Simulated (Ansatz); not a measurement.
**Sr under changes of volume**

One of the cells (56.319 Å³/atom); the others are scaled copies at fixed shape and fractional positions:

```xyz
1
Lattice="0.0000 3.0423 3.0423 3.0423 0.0000 3.0423 3.0423 3.0423 0.0000" Properties=species:S:1:pos:R:3 pbc="T T T"
Sr    0.0000    0.0000    0.0000
```

- Program: Ansatz 0.2.0
- Functional: PBEsol
- Potentials or basis: all-electron LAPW, scalar-relativistic
- Cutoff: 76 eV (chosen from the basis error)
- Basis error allowed: 0.0005 eV/atom
- k mesh: 8 × 8 × 8
- Occupations: fermi-dirac, width 0.05 eV
- Spin: no spin polarisation

```tsv
volume (Å³/atom)	energy over the lowest point (meV/atom)	pressure (GPa)
52.940	0.00	-0.3
54.067	2.93	-0.5
55.193	7.45	-0.7
56.319	13.38	-0.9
57.446	20.59	-1.1
58.572	28.96	-1.2
59.698	?	?
```

Q: What does the run at 59.698 Å³/atom give?

A: Energy over the lowest point 38.37 meV/atom; pressure -1.4 GPa.

Worked out: A Birch-Murnaghan fit of order 3 (a polynomial in V^(-2/3)) to the other rows has its minimum at 51.67 Å³/atom, just outside them, with B0 = V·E''(V) = 12.9 GPa and B' = 3.8. It gives 38.36 meV/atom at 59.698 Å³/atom, against the run's 38.37, and -dE/dV = -1.4 GPa, against -1.4.

Energies are extrapolated to zero smearing.
